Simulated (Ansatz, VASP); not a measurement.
**Bi2Te3 (d3) in VASP and in Ansatz**

INCAR

```
PREC = Accurate
ENCUT = 520
EDIFF = 1E-6
ISMEAR = 0
SIGMA = 0.1
LREAL = F
LASPH = T
NELM = 100
ALGO = Fast
ISIF = 2
LWAVE = F
LCHARG = F
GGA = PE
IVDW = 12
NBANDS = 32
```

KPOINTS

```
Automatic mesh
0
Gamma
  6 6 6
```

The input POSCAR:

```
Bi2Te3
1.0
    2.1930000000      1.2661291403     10.1656666667
   -2.1930000000      1.2661291403     10.1656666667
    0.0000000000     -2.5322582807     10.1656666667
Bi Te
2 3
Direct
    0.4000000000      0.4000000000      0.4000000000
    0.6000000000      0.6000000000      0.6000000000
    0.0000000000      0.0000000000      0.0000000000
    0.2095000000      0.2095000000      0.2095000000
    0.7905000000      0.7905000000      0.7905000000
```

Input for Ansatz:

```yaml
crystal:
  lattice:
    - [2.193, 1.2661291403, 10.1656666667]
    - [-2.193, 1.2661291403, 10.1656666667]
    - [0.0, -2.5322582807, 10.1656666667]
  atoms:
    - { symbol: Bi, position: [0.4, 0.4, 0.4] }
    - { symbol: Bi, position: [0.6, 0.6, 0.6] }
    - { symbol: Te, position: [0.0, 0.0, 0.0] }
    - { symbol: Te, position: [0.2095, 0.2095, 0.2095] }
    - { symbol: Te, position: [0.7905, 0.7905, 0.7905] }
basis:
  ecutwfc: 420
kpoints:
  mp_grid: { grid: [6, 6, 6] }
hamiltonian:
  xc: pbe
  dispersion: d3bj
scf:
  occupations: { method: gaussian, width: 0.1 }
output:
  forces: true
  stress: true
  eigenvalues: true
```

Alike in both runs: task single point; functional PBE; dispersion D3(BJ); k mesh 6 × 6 × 6; occupations gaussian, width 0.1 eV; no spin polarisation.

|  | VASP | Ansatz |
| --- | --- | --- |
| version | VASP 6.6.1 | Ansatz 0.2.0 |
| potentials or method | VASP PAW PBE potentials, release 64 (Bi_d, Te) | scalar-relativistic, plane waves, PAW |
| plane-wave cutoff (eV) | 520 | 420 |
| valence electrons in the cell | 48 | 78 |

VASP gave:

* gap on the k mesh at the Fermi level (eV): 0.28
* least direct gap on the mesh (eV): 0.28
* pressure (GPa): -0.3
* largest component of the traceless stress (GPa): 0.13
* rms of the force components (eV/Å): 0.010

What did Ansatz give for the same quantities?

gap on the k mesh at the Fermi level (eV): 0.29; least direct gap on the mesh (eV): 0.29; pressure (GPa): -0.3; largest component of the traceless stress (GPa): 0.13; rms of the force components (eV/Å): 0.015.

Atom by atom the forces differ by 0.006 eV/Å (rms over components). The functional is the same, so the differences come from potentials, cutoffs and numerics. The two sets of potentials don't hold the same shells in valence.

Caveats: spin-orbit coupling is left out, which as a rule narrows the gap of such compounds by several tenths of an eV. PBE gaps usually lie below the measured ones, often by a third to a half. A k mesh can miss the band edges.
